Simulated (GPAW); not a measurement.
# AlN (P6_3mc) in GPAW: notebook

The runs below take AlN through relaxation of cell and atoms, single point, with BLYP, PBE.

All numbers are computed with GPAW 26.7.0; they aren't measurements. Logs are shortened: lines on timing, memory, paths and dates and some standing lists are left out, and cuts for length are marked. The log counts tension as positive stress, the text compression.

**The experiment to reproduce.**

“Self-assembly of well-separated AlN nanowires directly on sputtered metallic TiN films”, 2019, arxiv:1910.07391 quotes, for a bulk crystal of AlN at 10 K: band gap 6.034 eV (an exciton energy, a little under the gap).

The runs below are set against these values where they give the same quantity.

## 1. The crystal as given

It takes space group P6_3mc (No. 186, hexagonal). Conventional cell: a = 3.113 Å, b = 3.113 Å, c = 4.981 Å, α = 90.00°, β = 90.00°, γ = 120.00°. Al (site symmetry 3m) is surrounded by 4 N at 1.89 Å. Around N (site symmetry 3m) lie 4 Al at 1.89 Å.

## 2. Relaxation of cell and atoms, BLYP

run.py reads:

```python
from ase.filters import FrechetCellFilter
from ase.io import read, write
from ase.optimize import LBFGS
from gpaw import GPAW, PW, setup_paths

setup_paths.insert(0, '.')

atoms = read('AlN.xyz')

calc = GPAW(mode=PW(800),
            xc='BLYP',
            kpts={'size': (7, 7, 4), 'gamma': True},
            occupations={'name': 'fermi-dirac', 'width': 0.05},
            nbands=18,
            convergence={'density': 1e-06, 'energy': 1e-06, 'eigenstates': 1e-10},
            eigensolver='davidson',
            maxiter=150,
            txt='gpaw.txt')
atoms.calc = calc
opt = LBFGS(FrechetCellFilter(atoms), trajectory='relax.traj', logfile='-')
done = opt.run(fmax=0.02, steps=40)
calc.write('gs.gpw')
write('result.traj', atoms)
print('Converged:', done)
print('Cell:', atoms.cell.cellpar().round(4))
print('Volume:', round(atoms.get_volume(), 4))
print(atoms.get_scaled_positions().round(5))
```

AlN.xyz reads:

```xyz
4
Lattice="3.1130000000 0.0000000000 0.0000000000 -1.5565000000 2.6959370820 0.0000000000 0.0000000000 0.0000000000 4.9810000000" Properties=species:S:1:pos:R:3 pbc="T T T"
Al     1.5565000002      0.8986456939      2.4905000000
Al    -0.0000000002      1.7972913881      0.0000000000
N      1.5565000002      0.8986456939      4.3832800000
N     -0.0000000002      1.7972913881      1.8927800000
```

Potentials or basis: PAW data sets generated in the run's folder for this functional, pw.

The run is started by

```bash
$ gpaw-setup -f BLYP Al N
$ OMP_NUM_THREADS=1 python run.py
```

gpaw.txt:

```text
__  _  _
 | _ |_)|_||  |
 |__||  | ||/\| - 26.7.0

Input parameters:
  mode=PW(ecut=800.0),
  convergence={'density': 1e-06, 'energy': 1e-06, 'eigenstates': 1e-10},
  eigensolver=Davidson(niter=2),
  kpts=MonkhorstPack(size=(7, 7, 4), gamma=True),
  maxiter=150,
  nbands=18,
  occupations=Occupations(name='fermi-dirac', width=0.05),
  xc=XC(name='BLYP')

Diagonalizing LCAO Hamiltonian
Converting LCAO to pw mode

           N

           Al
        N

        Al

Atoms  # Å, Bohr magnetons
|   | symbol |         x |        y |        z |    initial magnetic moments |
|---|--------|-----------|----------|----------|-----------------------------|
| 0 |     Al |  1.556500 | 0.898646 | 2.490500 | ( 0.0000,  0.0000,  0.0000) |
| 1 |     Al | -0.000000 | 1.797291 | 0.000000 | ( 0.0000,  0.0000,  0.0000) |
| 2 |      N |  1.556500 | 0.898646 | 4.383280 | ( 0.0000,  0.0000,  0.0000) |
| 3 |      N | -0.000000 | 1.797291 | 1.892780 | ( 0.0000,  0.0000,  0.0000) |

Unit cell  # Å
| periodic |         x |        y |        z |  lengths |     angles |
|----------|-----------|----------|----------|----------|------------|
|      yes |  3.113000 | 0.000000 | 0.000000 | 3.113000 |  90.000000 |
|      yes | -1.556500 | 2.695937 | 0.000000 | 3.113000 |  90.000000 |
|      yes |  0.000000 | 0.000000 | 4.981000 | 4.981000 | 120.000000 |

Number of symmetries: 6
Symmetry operations  # r_c * U_cc + t_c -> r_c
|   | kind |            matrix            |
|---|------|------------------------------|
| 0 |  σ   |  1, 1, 0,  0,-1, 0,  0, 0, 1 |
| 1 |  E   |  1, 0, 0,  0, 1, 0,  0, 0, 1 |
| 2 |  C3  |  0, 1, 0, -1,-1, 0,  0, 0, 1 |
| 3 |  σ   |  0,-1, 0, -1, 0, 0,  0, 0, 1 |
| 4 |  σ   | -1, 0, 0,  1, 1, 0,  0, 0, 1 |
| 5 |  C3  | -1,-1, 0,  1, 0, 0,  0, 0, 1 |
[... 125 lines left out ...]
convergence criteria:
- Maximum integral of absolute [dens]ity change: 1e-06 electrons / valence electron
- Maximum [total energy] change in last 3 cyles: 1e-06 eV / valence electron
- Maximum integral of absolute [eigenst]ate change: 1e-10 eV^2 / valence electron
maximum number of iterations: 150

SCF iterations
|iter     | |      energy | eigst |  dens |
|---------|-|-------------|-------|-------|
|iter:   1| |  -32.703600 | -0.25 |       |
|iter:   2| |  -31.439214 | -1.75 | -0.52 |
|iter:   3| |  -27.797047 | -0.73 | -0.57 |
|iter:   4| |  -27.795040 | -2.29 | -1.20 |
|iter:   5| |  -27.804236 | -3.38 | -1.51 |
|iter:   6| |  -27.804307 | -4.69 | -2.70 |
|iter:   7| |  -27.804351 | -5.62 | -3.04 |
|iter:   8| |  -27.804349 | -6.99 | -3.85 |
|iter:   9| |  -27.804349c| -8.16 | -4.24 |
|iter:  10| |  -27.804350c| -8.82 | -4.68 |
|iter:  11| |  -27.804350c|-10.41c| -5.67 |
|iter:  12| |  -27.804350c|-11.52c| -6.26c|
[... 285 lines left out ...]
Stress tensor  # eV/Ang^3
|         x |         y |         z |
|-----------|-----------|-----------|
| -0.033296 |  0.000000 |  0.000000 |
|  0.000000 | -0.033296 |  0.000000 |
|  0.000000 |  0.000000 | -0.042384 |

Forces  # eV/Ang
|       x |       y |        z |
|---------|---------|----------|
| 0.00000 | 0.00000 | -0.06154 |  # Al   0
| 0.00000 | 0.00000 | -0.06155 |  # Al   1
| 0.00000 | 0.00000 |  0.06135 |  # N    2
| 0.00000 | 0.00000 |  0.06101 |  # N    3

Interpolating wave functions to new cell

           N

           Al
        N
[... 243 lines left out ...]
Atoms  # Å, Bohr magnetons
|   | symbol |         x |        y |         z |    initial magnetic moments |
|---|--------|-----------|----------|-----------|-----------------------------|
| 0 |     Al |  1.571818 | 0.907490 |  2.515596 | ( 0.0000,  0.0000,  0.0000) |
| 1 |     Al | -0.000000 | 1.814979 | -0.006078 | ( 0.0000,  0.0000,  0.0000) |
| 2 |      N |  1.571818 | 0.907490 |  4.444196 | ( 0.0000,  0.0000,  0.0000) |
| 3 |      N | -0.000000 | 1.814979 |  1.922487 | ( 0.0000,  0.0000,  0.0000) |

Unit cell  # Å
| periodic |         x |         y |        z |  lengths |     angles |
|----------|-----------|-----------|----------|----------|------------|
|      yes |  3.143636 | -0.000000 | 0.000000 | 3.143636 |  90.000000 |
|      yes | -1.571818 |  2.722469 | 0.000000 | 3.143636 |  90.000000 |
|      yes |  0.000000 | -0.000000 | 5.043349 | 5.043349 | 120.000000 |

Number of symmetries: 6
Symmetry operations  # r_c * U_cc + t_c -> r_c
|   | kind |            matrix            |
|---|------|------------------------------|
| 0 |  σ   |  1, 1, 0,  0,-1, 0,  0, 0, 1 |
| 1 |  E   |  1, 0, 0,  0, 1, 0,  0, 0, 1 |
| 2 |  C3  |  0, 1, 0, -1,-1, 0,  0, 0, 1 |
| 3 |  σ   |  0,-1, 0, -1, 0, 0,  0, 0, 1 |
| 4 |  σ   | -1, 0, 0,  1, 1, 0,  0, 0, 1 |
| 5 |  C3  | -1,-1, 0,  1, 0, 0,  0, 0, 1 |
[... 422 lines left out ...]
Gap: 4.234 eV
Transition (v -> c):
  (s=0, k=0, n=7, [0.00, 0.00, 0.00]) -> (s=0, k=0, n=8, [0.00, 0.00, 0.00])
No difference between direct/indirect transitions

Stress tensor  # eV/Ang^3
|         x |        y |         z |
|-----------|----------|-----------|
|  0.001669 | 0.000000 | -0.000000 |
|  0.000000 | 0.001669 |  0.000000 |
| -0.000000 | 0.000000 | -0.000902 |

Forces  # eV/Ang
|        x |       y |        z |
|----------|---------|----------|
|  0.00000 | 0.00000 |  0.02367 |  # Al   0
|  0.00000 | 0.00000 |  0.02365 |  # Al   1
| -0.00000 | 0.00000 | -0.02419 |  # N    2
| -0.00000 | 0.00000 | -0.02417 |  # N    3

Interpolating wave functions to new cell

           N

           Al
        N

        Al

Atoms  # Å, Bohr magnetons
|   | symbol |         x |        y |         z |    initial magnetic moments |
|---|--------|-----------|----------|-----------|-----------------------------|
| 0 |     Al |  1.572791 | 0.908052 |  2.520852 | ( 0.0000,  0.0000,  0.0000) |
| 1 |     Al | -0.000000 | 1.816103 | -0.002755 | ( 0.0000,  0.0000,  0.0000) |
| 2 |      N |  1.572791 | 0.908052 |  4.444239 | ( 0.0000,  0.0000,  0.0000) |
| 3 |      N | -0.000000 | 1.816103 |  1.920608 | ( 0.0000,  0.0000,  0.0000) |

Unit cell  # Å
| periodic |         x |         y |        z |  lengths |     angles |
|----------|-----------|-----------|----------|----------|------------|
|      yes |  3.145583 | -0.000000 | 0.000000 | 3.145583 |  90.000000 |
|      yes | -1.572791 |  2.724155 | 0.000000 | 3.145583 |  90.000000 |
|      yes | -0.000000 |  0.000000 | 5.047216 | 5.047216 | 120.000000 |

Number of symmetries: 6
Symmetry operations  # r_c * U_cc + t_c -> r_c
|   | kind |            matrix            |
|---|------|------------------------------|
| 0 |  σ   |  1, 1, 0,  0,-1, 0,  0, 0, 1 |
| 1 |  E   |  1, 0, 0,  0, 1, 0,  0, 0, 1 |
| 2 |  C3  |  0, 1, 0, -1,-1, 0,  0, 0, 1 |
| 3 |  σ   |  0,-1, 0, -1, 0, 0,  0, 0, 1 |
| 4 |  σ   | -1, 0, 0,  1, 1, 0,  0, 0, 1 |
| 5 |  C3  | -1,-1, 0,  1, 0, 0,  0, 0, 1 |
[... 196 lines left out ...]
Forces  # eV/Ang
|        x |        y |        z |
|----------|----------|----------|
|  0.00000 |  0.00000 |  0.00389 |  # Al   0
|  0.00000 |  0.00000 |  0.00387 |  # Al   1
| -0.00000 | -0.00000 | -0.00430 |  # N    2
|  0.00000 | -0.00000 | -0.00434 |  # N    3

# Writing to gs.gpw (mode='')
```

It took 2 min on 1 thread of Arm Neoverse V1, shared host; peak memory 0.23 GiB.

What came out:

```yaml
Free_energy: -27.8411 eV
Relaxed_volume: 10.81 Å³/atom
Relaxed_cell: a = 3.146 Å, b = 3.146 Å, c = 5.047 Å, α = 90.00°, β = 90.00°, γ = 120.00°
Space_group_after_relaxing_to_0.05_Å: P6_3mc (No. 186)
Energy_gained_by_relaxing: 9.2 meV/atom
Ionic_steps: 6
Pressure_after_relaxing: -0.1 GPa
Largest_force_after_relaxing: 0.004 eV/Å
Band_gap_on_the_k_mesh: 4.24 eV, direct
```

Forces in eV/Å, atoms in the order of the input:
```
Al   0.000  0.000  0.004
Al   0.000  0.000  0.004
N    0.000  0.000 -0.004
N    0.000  0.000 -0.004
```

Step by step:
| step | energy change (eV) | largest force (eV/Å) | pressure (GPa) | volume (Å³) |
| --- | --- | --- | --- | --- |
| 1 | 0.0000 | 0.1160 | 6.87 | 41.80 |
| 2 | -0.0095 | 0.0615 | 5.82 | 42.00 |
| 3 | -0.0344 | 0.1043 | 0.87 | 43.03 |
| 4 | -0.0357 | 0.0816 | 0.29 | 43.16 |
| 5 | -0.0367 | 0.0242 | -0.13 | 43.26 |
| 6 | -0.0367 | 0.0043 | -0.08 | 43.25 |

Final structure:
```
Al N
1.0
     3.14558    0.00000    0.00000
    -1.57279    2.72415    0.00000
     0.00000    0.00000    5.04722
Al N
2 2
Direct
  0.66667 0.33333 0.49945
  0.33333 0.66667 0.99945
  0.66667 0.33333 0.88053
  0.33333 0.66667 0.38053
```

Levels at points of the mesh, in eV from the valence-band top:
| k point | band 5 | band 6 | band 7 | band 8 | band 9 | band 10 | band 11 | band 12 |
| --- | --- | --- | --- | --- | --- | --- | --- | --- |
| (0.00, 0.00, 0.00) | -0.81 | -0.18 | -0.18 | 0.00 | 4.24 | 6.60 | 10.59 | 11.07 |
| (0.00, 0.00, 0.50) | -0.50 | -0.50 | -0.50 | -0.50 | 6.44 | 6.44 | 10.26 | 10.26 |

Caveat: later steps reuse the first step's grids. Expect the measured gap to be larger: semilocal functionals such as BLYP lack the derivative discontinuity.

## 3. Single point, PBE

AlN.xyz is that of step 2.

Potentials or basis: GPAW PAW data sets (gpaw-data 1.2.1), pw.

The run is started by

```bash
$ OMP_NUM_THREADS=1 gpaw run AlN.xyz -p 'mode=PW(800),xc=PBE,kpts={size:(10,10,6),gamma:True},occupations={name:fermi-dirac,width:0.05},nbands=18,convergence={density:1e-05,energy:1e-05},maxiter=150,txt=gpaw.txt' --properties efs -w gs.gpw
```

Wall time 58 s (1 thread of Arm Neoverse V1, shared host); peak memory 0.22 GiB.

Results (log left out):

```
Free energy            : -29.7064 eV
Pressure               : 4.6 GPa
Largest force          : 0.133 eV/Å
Band gap on the k mesh : 4.23 eV, direct
```

Forces on the atoms (eV/Å):
```
Al   0.000  0.000 -0.133
Al   0.000  0.000 -0.133
N    0.000  0.000  0.133
N    0.000  0.000  0.133
```

Stress tensor (GPa, compression positive):
```
4.09 0.00 0.00
0.00 4.09 0.00
0.00 0.00 5.68
```

Levels at points of the mesh, in eV from the valence-band top:
| k point | band 5 | band 6 | band 7 | band 8 | band 9 | band 10 | band 11 | band 12 |
| --- | --- | --- | --- | --- | --- | --- | --- | --- |
| (0.00, 0.00, 0.00) | -0.83 | -0.18 | -0.18 | 0.00 | 4.23 | 6.67 | 10.62 | 11.16 |
| (0.00, 0.00, 0.50) | -0.52 | -0.52 | -0.52 | -0.52 | 6.48 | 6.48 | 10.35 | 10.35 |
| (0.50, 0.50, 0.00) | -3.33 | -2.06 | -1.77 | -0.66 | 5.81 | 5.82 | 8.21 | 10.30 |
| (0.50, 0.50, 0.50) | -1.44 | -1.44 | -1.35 | -1.35 | 5.32 | 5.32 | 9.29 | 9.29 |

## 4. Comparison with measurements

Step 3. A measured gap of AlN is 6.034 eV (an exciton energy, a little under the gap; 10 K; quoted in “Self-assembly of well-separated AlN nanowires directly on sputtered metallic TiN films”, 2019, arxiv:1910.07391); the calculated 4.23 eV misses it by -1.80 eV. 2 values of this kind are on record (6.034 to 6.0343 eV); this one was drawn at random. The value is that of PBE on a finite k mesh, which can miss the band edges, without temperature or zero-point motion. Semilocal functionals fall short of measured gaps as a rule.
